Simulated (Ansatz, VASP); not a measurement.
# SiC3 in VASP and in Ansatz

```
Si C
1.0
     3.18530    0.00000    0.00000
     0.00000    3.18530    0.00000
     0.00000    0.00000    3.18530
Si C
1 3
Direct
  0.00000 0.00000 0.00000
  0.50000 0.00000 0.50000
  0.00000 0.50000 0.50000
  0.50000 0.50000 0.00000
```

Alike in both runs: functional PBE; k mesh 4 × 4 × 4; occupations gaussian, width 0.1 eV; no spin polarisation.

Ansatz relaxed the structure, and its values are those at the end. VASP's run is a single point on that final structure, the one shown.

|  | VASP | Ansatz |
| --- | --- | --- |
| version | VASP 6.6.1 | Ansatz 0.2.0 |
| potentials or method | VASP PAW PBE potentials, release 64 (Si, C) | scalar-relativistic, plane waves, PAW |
| plane-wave cutoff (eV) | 520 | 420 |
| valence electrons in the cell | 16 | 16 |

|  | VASP | Ansatz | Ansatz less VASP |
| --- | --- | --- | --- |
| gap on the k mesh at the Fermi level (eV) | none | none | - |
| pressure (GPa) | 0.2 | 0.0 | -0.19 |

A gap of «none» marks a metal or a gap that the smearing closes. With one functional, cell and mesh, what is left measures potentials, basis and numerics.

Caveats: the k mesh is coarse (spacing up to 0.49 Å⁻¹), so the values aren't converged.
